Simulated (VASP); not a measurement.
# CaO (Fm-3m) in VASP: further runs

The runs below take CaO through equation of state, with PBE, PBEsol.

Everything below comes from runs of VASP 6.6.1. Logs are shortened: lines on timing, memory, paths and dates and some standing lists are left out, and cuts for length are marked.

## 1. The crystal as given

Symmetry: Fm-3m, No. 225, cubic system. Conventional cell: a = 4.807 Å, b = 4.807 Å, c = 4.807 Å, α = 90.00°, β = 90.00°, γ = 90.00°. Around Ca (site symmetry m-3m) lie 6 O at 2.40 Å. Around O (site symmetry m-3m) lie 6 Ca at 2.40 Å.

The cell is a database's computed one.

## 2. Equation of state, PBE, 13.05 Å³/atom (volume scaled by 0.94)

File INCAR:

```
SYSTEM = CaO
PREC = Accurate
ENCUT = 520
EDIFF = 1E-7
ISMEAR = -1
SIGMA = 0.05
LREAL = .FALSE.
LASPH = .TRUE.
NELM = 80
ALGO = Normal
ISIF = 2
LWAVE = .FALSE.
LCHARG = .FALSE.
GGA = PE
NBANDS = 15
```

File KPOINTS:

```
Automatic mesh
0
G
  10 10 10
  0 0 0
```

File POSCAR:

```
CaO
1.0
    0.0000000000      2.3544897713      2.3544897713
    2.3544897713      0.0000000000      2.3544897713
    2.3544897713      2.3544897713      0.0000000000
Ca O
1 1
Direct
    0.0000000000      0.0000000000      0.0000000000
    0.5000000000      0.5000000000      0.5000000000
```

Potentials or basis: VASP PAW PBE potentials, release 64 (Ca_sv, O).

On the command line:

```console
$ cat potpaw_PBE.64/Ca_sv/POTCAR potpaw_PBE.64/O/POTCAR > POTCAR
$ mpirun -np 1 vasp_std > vasp.out
```

OUTCAR:

```text
SYSTEM = CaO
   PREC = Accurate
   ENCUT = 520
   EDIFF = 1E-7
   ISMEAR = -1
   LREAL = .FALSE.
   LASPH = .TRUE.
   NELM = 80
   ISIF = 2
   GGA = PE

 ion  position               nearest neighbor table
   1  0.000  0.000  0.000-   2 2.35   2 2.35   2 2.35   2 2.35   2 2.35   2 2.35
   2  0.500  0.500  0.500-   1 2.35   1 2.35   1 2.35   1 2.35   1 2.35   1 2.35

  LATTYP: Found a face centered cubic cell.
 ALAT       =     4.7089795426

  Lattice vectors:

 A1 = (   0.0000000000,   2.3544897713,   2.3544897713)
 A2 = (   2.3544897713,   0.0000000000,   2.3544897713)
 A3 = (   2.3544897713,   2.3544897713,   0.0000000000)

Analysis of symmetry for initial positions (statically):
=====================================================================
 Subroutine PRICEL returns:
 Original cell was already a primitive cell.

 Routine SETGRP: Setting up the symmetry group for a
 face centered cubic supercell.

 Subroutine GETGRP returns: Found 48 space group operations
 (whereof 48 operations were pure point group operations)
 out of a pool of 48 trial point group operations.

The static configuration has the point symmetry O_h .

Analysis of symmetry for dynamics (positions and initial velocities):
=====================================================================
 Subroutine PRICEL returns:
 Original cell was already a primitive cell.

 Routine SETGRP: Setting up the symmetry group for a
 face centered cubic supercell.

 Subroutine GETGRP returns: Found 48 space group operations
 (whereof 48 operations were pure point group operations)
 out of a pool of 48 trial point group operations.

The dynamic configuration has the point symmetry O_h .

 Subroutine INISYM returns: Found 48 space group operations
 (whereof 48 operations are pure point group operations),
 and found     1 'primitive' translations

----------------------------------------------------------------------------------------

                                     Primitive cell

  volume of cell :      26.1048

  direct lattice vectors                    reciprocal lattice vectors
     0.000000000  2.354489771  2.354489771    -0.212360235  0.212360235  0.212360235
     2.354489771  0.000000000  2.354489771     0.212360235 -0.212360235  0.212360235
     2.354489771  2.354489771  0.000000000     0.212360235  0.212360235 -0.212360235

  length of vectors
     3.329751367  3.329751367  3.329751367     0.367818716  0.367818716  0.367818716

  position of ions in fractional coordinates (direct lattice)
     0.000000000  0.000000000  0.000000000
     0.500000000  0.500000000  0.500000000

  ion indices of the primitive-cell ions
   primitive index   ion index
                 1           1
                 2           2

----------------------------------------------------------------------------------------

 KPOINTS: Automatic mesh

Automatic generation of k-mesh.
 Grid dimensions read from file:
 generate k-points for:   10   10   10

 Generating k-lattice:

  Cartesian coordinates                     Fractional coordinates (reciprocal lattice)
    -0.021236023  0.021236023  0.021236023     0.100000000  0.000000000  0.000000000
     0.021236023 -0.021236023  0.021236023     0.000000000  0.100000000  0.000000000
     0.021236023  0.021236023 -0.021236023     0.000000000  0.000000000  0.100000000

  Length of vectors
     0.036781872  0.036781872  0.036781872

  Shift w.r.t. Gamma in fractional coordinates (k-lattice)
     0.000000000  0.000000000  0.000000000

 Subroutine IBZKPT returns following result:
 ===========================================

 Found     47 irreducible k-points:

 Following reciprocal coordinates:
            Coordinates               Weight
  0.000000  0.000000  0.000000      1.000000
  0.100000  0.000000  0.000000      8.000000
  0.200000  0.000000  0.000000      8.000000
  0.300000  0.000000  0.000000      8.000000
  0.400000  0.000000  0.000000      8.000000
  0.500000  0.000000  0.000000      4.000000
[... 39 lines left out ...]
 -0.300000  0.400000  0.200000     24.000000
 -0.300000  0.500000  0.200000     12.000000
   k-points           NKPTS =     47   k-points in BZ     NKDIM =     47   number of bands    NBANDS=     15
   number of dos      NEDOS =    301   number of ions     NIONS =      2
   total plane-waves  NPLWV =  21952
   dimension x,y,z NGX =    28 NGY =   28 NGZ =   28
   dimension x,y,z NGXF=    56 NGYF=   56 NGZF=   56
   ions per type =               1   1
   NGX,Y,Z   is equivalent  to a cutoff of  13.98, 13.98, 13.98 a.u.
   NGXF,Y,Z  is equivalent  to a cutoff of  27.96, 27.96, 27.96 a.u.
 SYSTEM =  CaO
   PREC   = accura    normal or accurate (medium, high low for compatibility)
   ISTART =      0    job   : 0-new  1-cont  2-samecut
   ICHARG =      2    charge: 1-file 2-atom 10-const
   ISPIN  =      1    spin polarized calculation?
   LNONCOLLINEAR =      F non collinear calculations
   LSORBIT =      F    spin-orbit coupling
   LASPH  =      T    aspherical Exc in radial PAW
   ENCUT  =  520.0 eV  38.22 Ry    6.18 a.u.   6.19  6.19  6.19*2*pi/ulx,y,z
   NELM   =     80;   NELMIN=  2; NELMDL= -5     # of ELM steps
   EDIFF  = 0.1E-06   stopping-criterion for ELM
   LREAL  =      F    real-space projection
   EDIFFG = 0.1E-05   stopping-criterion for IOM
   NSW    =      0    number of steps for IOM
   IBRION =     -1    ionic relax: 0-MD 1-quasi-New 2-CG
   NFREE  =      0    steps in history (QN), initial steepest desc. (CG)
   ISIF   =      2    stress and relaxation
   ISYM   =      2    0-nonsym 1-usesym 2-fastsym
   POTIM  = 0.5000    time-step for ionic-motion
   TEBEG  =    0.0;   TEEND  =   0.0 temperature during run
   PSTRESS=    0.0 pullay stress
   NELECT =      16.0000    total number of electrons
   NUPDOWN=      -1.0000    fix difference up-down
   EMIN   =  10.00;   EMAX   =-10.00  energy-range for DOS
   EFERMI =   0.00;   METHOD = LEGACY
   ISMEAR =    -1;   SIGMA  =   0.05  broadening in eV -4-tet -1-fermi 0-gaus
   EFERMI_NEDOS =   21; number of points for ismear=-14 and -15
   IALGO  =     38    algorithm
   IMIX   =      4    mixing-type and parameters
     AMIX     =   0.40;   BMIX     =  1.00
     AMIX_MAG =   1.60;   BMIX_MAG =  1.00
  volume/ion in A,a.u.               =      13.05        88.08
  Fermi-wavevector in a.u.,A,eV,Ry     =   1.390619  2.627888 26.311218  1.933820
  Thomas-Fermi vector in A             =   2.514536
   LORBIT       =      0    0 simple, 1 ext, 2 COOP (PROOUT), +10 PAW based schemes
   GGA     = PE    functional components
   LHFCALC =     F    Hartree Fock is set to
   AEXX    =    0.0000 exact exchange contribution
   IVDW    =     0    specifies the selected vdW correction
   LEPSILON=     F    determine dielectric tensor
   LRPA    =     F    only Hartree local field effects (RPA)
 non-spin polarized calculation
  energy-cutoff  :      520.00
  volume of cell :       26.10
 maximum number of plane-waves:       725
 NGX is ok and might be reduce to    28
   NGX = 13   NGY = 13   NGZ = 13

 number of electron      15.9999999 magnetization

 Free energy of the ion-electron system (eV)
  ---------------------------------------------------
  ext. energy  EPLUGINS =         0.00000000
  ---------------------------------------------------
  free energy    TOTEN  =       -12.73657459 eV

  energy without entropy =      -12.73657459  energy(sigma->0) =      -12.73657459

 E-fermi :   3.6969     XC(G=0): -10.7790

 val. band max:        2.7111435785   @ k =   0.0000   0.0000   0.0000
 cond. band min:       6.3191475886   @ k =   0.5000   0.5000   0.0000
 fundamental gap:      3.6080040101
 Fermi energy:         3.6968951338

 k-point     1 :       0.0000    0.0000    0.0000
  band No.  band energies     occupation
      1     -34.6825      2.00000
      2     -15.3956      2.00000
      3     -15.3956      2.00000
      4     -15.3956      2.00000
      5     -12.9423      2.00000
      6       2.7111      2.00000
      7       2.7111      2.00000
      8       2.7111      2.00000
      9       7.9416      0.00000
     10       9.0821      0.00000
     11       9.0821      0.00000
     12       9.0821      0.00000
     13      10.6961      0.00000
     14      10.6961      0.00000
     15      18.1691      0.00000

 k-point     2 :       0.1000    0.0000    0.0000
  band No.  band energies     occupation
      1     -34.6697      2.00000
      2     -15.5915      2.00000
      3     -15.4016      2.00000
      4     -15.4016      2.00000
      5     -12.7416      2.00000
      6       2.3385      2.00000
      7       2.5553      2.00000
      8       2.5553      2.00000
      9       8.4055      0.00000
     10       9.0523      0.00000
     11       9.2669      0.00000
     12       9.2669      0.00000
     13      10.9628      0.00000
     14      10.9628      0.00000
     15      18.6131      0.00000

 k-point     3 :       0.2000    0.0000    0.0000
  band No.  band energies     occupation
      1     -34.6361      2.00000
      2     -16.0087      2.00000
      3     -15.4173      2.00000
      4     -15.4173      2.00000
      5     -12.3115      2.00000
      6       1.5303      2.00000
      7       2.1837      2.00000
      8       2.1837      2.00000
      9       9.0420      0.00000
     10       9.5247      0.00000
     11       9.7777      0.00000
     12       9.7777      0.00000
     13      11.6512      0.00000
     14      11.6512      0.00000
     15      19.3219      0.00000
[... 631 lines left out ...]
 k-point    39 :      -0.3000    0.3000    0.1000
  band No.  band energies     occupation
      1     -34.5241      2.00000
      2     -16.4152      2.00000
      3     -15.7887      2.00000
      4     -15.5541      2.00000
      5     -11.9080      2.00000
      6       0.7089      2.00000
      7       1.5463      2.00000
      8       1.6719      2.00000
      9       9.4735      0.00000
     10       9.7844      0.00000
     11      11.7889      0.00000
     12      11.8161      0.00000
     13      13.4170      0.00000
     14      15.6768      0.00000
     15      17.5952      0.00000

 k-point    40 :      -0.2000    0.3000    0.1000
  band No.  band energies     occupation
      1     -34.5446      2.00000
      2     -16.4093      2.00000
      3     -15.7196      2.00000
      4     -15.4994      2.00000
      5     -11.8935      2.00000
      6       0.6305      2.00000
      7       1.5505      2.00000
      8       1.8869      2.00000
      9       8.8372      0.00000
     10      10.4472      0.00000
     11      11.3038      0.00000
     12      11.5239      0.00000
     13      13.2226      0.00000
     14      14.4237      0.00000
     15      18.8154      0.00000

 [... further k-points ...]

------------------------ aborting loop because EDIFF is reached ----------------------------------------

  FORCE on cell =-STRESS in cart. coord.  units (eV):
  Direction    XX          YY          ZZ          XY          YZ          ZX
  --------------------------------------------------------------------------------------
  -------------------------------------------------------------------------------------
  Total        1.6836684      1.6836684      1.6836684      0.0000000      0.0000000     -0.0000000
  in kB      103.3348300    103.3348300    103.3348300      0.0000000      0.0000000     -0.0000000
  external PRESSURE =     103.3348300 kB  Pullay stress =       0.0000000 kB

 VOLUME and BASIS-vectors are now :
 -----------------------------------------------------------------------------
  energy-cutoff  :      520.00
  volume of cell :       26.10
      direct lattice vectors                 reciprocal lattice vectors
     0.000000000  2.354489771  2.354489771    -0.212360235  0.212360235  0.212360235
     2.354489771  0.000000000  2.354489771     0.212360235 -0.212360235  0.212360235
     2.354489771  2.354489771  0.000000000     0.212360235  0.212360235 -0.212360235

 POSITION                                       TOTAL-FORCE (eV/Angst)
 -----------------------------------------------------------------------------------
      0.00000      0.00000      0.00000        -0.000000     -0.000000     -0.000000
      2.35449      2.35449      2.35449         0.000000      0.000000      0.000000
 -----------------------------------------------------------------------------------
    total drift:                                0.000000      0.000000      0.000000

  FREE ENERGIE OF THE ION-ELECTRON SYSTEM (eV)
  ---------------------------------------------------
  free  energy   TOTEN  =       -12.7365745862 eV

  energy  without entropy=      -12.7365745862  energy(sigma->0) =      -12.73657459
```

Wall time 14 s (1 thread of Intel Xeon Platinum 8559C (Emerald Rapids), shared host); peak memory 0.16 GiB.

Results:

```
Free energy            : -12.7366 eV
Pressure               : 10.3 GPa
Band gap on the k mesh : 3.61 eV, indirect (least direct gap 3.97 eV)
```

(Part 1 of 2 ends here.)
